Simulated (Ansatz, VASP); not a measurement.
One calculation of AlN, two programs

The input INCAR:

```
SYSTEM = AlN
PREC     = Accurate       ! precision mode
ENCUT    = 520            ! plane-wave cutoff, eV
EDIFF    = 1E-6           ! SCF threshold, eV
ISMEAR   = 0              ! smearing method
SIGMA    = 0.05           ! smearing width, eV
LREAL    = .FALSE.        ! projectors in reciprocal space
LASPH    = .TRUE.         ! aspherical terms in the spheres
NELM     = 80             ! most SCF steps
ALGO     = Normal         ! electronic algorithm
ISIF     = 2              ! what is computed and relaxed
LWAVE    = .FALSE.        ! write WAVECAR
LCHARG   = .FALSE.        ! write CHGCAR
GGA      = PE             ! functional
NBANDS   = 11             ! bands
```

KPOINTS

```
Automatic mesh
0
G
  6 6 6
  0 0 0
```

Contents of POSCAR:

```
AlN
1.0
    0.0000000000      2.2084186788      2.2084186788
    2.2084186788      0.0000000000      2.2084186788
    2.2084186788      2.2084186788      0.0000000000
Al N
1 1
Direct
    0.0000000000      0.0000000000      0.0000000000
    0.2500000000      0.2500000000      0.2500000000
```

Input for Ansatz:

```yaml
crystal:
  lattice:
    - [0.0, 2.2084186788, 2.2084186788]
    - [2.2084186788, 0.0, 2.2084186788]
    - [2.2084186788, 2.2084186788, 0.0]
  atoms:
    - { symbol: Al, position: [0.0, 0.0, 0.0] }
    - { symbol: "N", position: [0.25, 0.25, 0.25] }
basis:
  ecutwfc: 420
kpoints:
  mp_grid: { grid: [6, 6, 6] }
hamiltonian:
  xc: pbe
scf:
  occupations: { method: gaussian, width: 0.05 }
output:
  forces: true
  stress: true
  eigenvalues: true
```

Measurements of this composition are mostly on another form, of space group No. 186.

Alike in both runs: task single point; functional PBE; k mesh 6 × 6 × 6; occupations gaussian, width 0.05 eV; no spin polarisation.

|  | VASP | Ansatz |
| --- | --- | --- |
| version | VASP 6.6.1 | Ansatz 0.2.0 |
| potentials or method | VASP PAW PBE potentials, release 64 (Al, N) | scalar-relativistic, plane waves, PAW |
| plane-wave cutoff (eV) | 520 | 420 |
| valence electrons in the cell | 8 | 8 |

Ansatz gave:

| Property | Result |
| --- | --- |
| gap on the k mesh at the Fermi level (eV) | 3.30 |
| least direct gap on the mesh (eV) | 3.89 |
| pressure (GPa) | -1.8 |

Problem. Estimate VASP's values.

Solution. gap on the k mesh at the Fermi level (eV): 3.30; least direct gap on the mesh (eV): 3.90; pressure (GPa): -2.0.

A k mesh can miss the band edges.
